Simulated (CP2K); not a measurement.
Runs of CP2K 2026.2 on Al. The structure is cubic, space group Fm-3m (No. 225). The conventional cell has a = 4.050 Å, b = 4.050 Å, c = 4.050 Å, α = 90.00°, β = 90.00°, γ = 90.00°. Around Al (site symmetry m-3m) lie 12 Al at 2.86 Å. 

```csv
task,level,potentials or basis,cell,smearing,EPS_DEFAULT,NGRIDS,basis sets,potentials,CUTOFF of the grids,gap on the mesh (eV),pressure (GPa),V0 of scaled cells (Å³/atom),B0 (GPa)
equation of state,PBEsol,POTENTIAL_UZH Al GTH-PBE-q3; TZVP-MOLOPT-PBE-GTH basis,as given,fermi-dirac 0.05 eV,1.0E-10,4,Al TZVP-MOLOPT-PBE-GTH-q3,Al GTH-PBE-q3 of POTENTIAL_UZH,450 Ry,-,-,16.47,(b)
single point,PBEsol,POTENTIAL_UZH Al GTH-PBE-q3; TZVP-MOLOPT-PBE-GTH basis,as given,fermi-dirac 0.05 eV,1.0E-10,5,Al TZVP-MOLOPT-PBE-GTH-q3,Al GTH-PBE-q3 of POTENTIAL_UZH,450 Ry,none,(a),-,-
equation of state,r2SCAN,POTENTIAL_UZH Al GTH-SCAN-q3; TZVP-MOLOPT-SCAN-GTH basis,as given,fermi-dirac 0.01 eV,1.0E-9,5,Al TZVP-MOLOPT-SCAN-GTH-q3,Al GTH-SCAN-q3 of POTENTIAL_UZH,675 Ry,-,-,15.84,87
single point,PBEsol,POTENTIAL_UZH Al GTH-PBE-q3; TZVP-MOLOPT-PBE-GTH basis,cell strained at random at fixed volume,fermi-dirac 0.05 eV,1.0E-10,4,Al TZVP-MOLOPT-PBE-GTH-q3,Al GTH-PBE-q3 of POTENTIAL_UZH,450 Ry,none,-0.5,-,-
```

Alike in all rows: no spin polarisation; k mesh 11 × 11 × 11.

Q: Fill in the values left out.

A: (a) -0.7; (b) 81.

Caveats: the basis of atomic orbitals isn't converged, which shifts pressures, moduli and gaps; the potentials were made for another functional, which shifts forces and pressure (some runs).

A gap of «none» marks a metal or a gap under the smearing width.

Runs at the PBE level aren't shown here.
